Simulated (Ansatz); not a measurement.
Theory: Ansatz, DFT PBE, scalar-relativistic, plane waves, PAW. All cells share a 420 eV cutoff and Γ-centred k meshes spaced at most about 0.3 Å⁻¹ (about 0.25 or finer for metals, 2π included). No spin polarisation.

The zero of energy is the elements' standard structures at the same level; no fitted shifts are applied.

All energies are static (0 K, no zero-point motion). The comparison covers the computed candidates alone. Weakly bound directions are ill-defined at this level, which has no dispersion term. The reference form of As is held partly by dispersion forces, which this level lacks.

A search for Ga2As5 gave 4 distinct relaxed structures. Coordination counts As atoms around Ga (those within 1.25 times the shortest such distance or 1.15 times the sum of covalent radii, 1.27 where that leaves under three; a plus sign parts nearer from farther groups; a slash parts the counts of unlike sites). Cells relaxed within their symmetry can be saddle points.

Task: Which structure of Ga2As5 came out lowest?

Result: The one with space group P3m1 (No. 156), reached from: a cell proposed by chemical analogy. It has a = 3.931 Å, c = 25.144 Å, 24.0 Å³/atom, no gap on the mesh. Around Ga on its first site lie 4 As at 2.43–2.52 Å; Ga on its second site is surrounded by 4 As at 2.49–2.52 Å; around Ga on its third site lie 4 As at 2.43–2.55 Å; around As on its first site lie 3 As at 2.60 Å and 3 As at 3.17 Å; 10 more sites not described. Its energy over the elements is −0.09 eV/atom. Whether it is stable depends on the other phases of the system, which aren't compared here. An observed structure of this formula, if there is one, may be missing.

```
Ga As
1.0
     3.93098    0.00000    0.00000
    -1.96549    3.40433    0.00000
     0.00000    0.00000   25.14423
Ga As
4 10
Direct
  0.00000 0.00000 0.88069
  0.33333 0.66667 0.74576
  0.33333 0.66667 0.14990
  0.66667 0.33333 0.01525
  0.66667 0.33333 0.54671
  0.33333 0.66667 0.59750
  0.33333 0.66667 0.84585
  0.66667 0.33333 0.70508
  0.00000 0.00000 0.98084
  0.66667 0.33333 0.11557
  0.33333 0.66667 0.25119
  0.00000 0.00000 0.29857
  0.33333 0.66667 0.40828
  0.00000 0.00000 0.45882
```

Task: How much higher is the R-3m structure with 21.3 Å³/atom and coordination Ga 3+3 (reached from: a cell proposed by chemical analogy)?

Result: 85 meV/atom. It has no gap on its mesh. It holds As–As nets (shortest 2.58 Å).

Task: How much higher is the P-3m1 structure with 25.1 Å³/atom and coordination Ga 3+1/4 (reached from: a cell proposed by chemical analogy)?

Result: 106 meV/atom. It has no gap on its mesh. It holds As–As nets (shortest 2.57 Å).

Some candidate types were left out of the draw beforehand, so a known form may be missing.
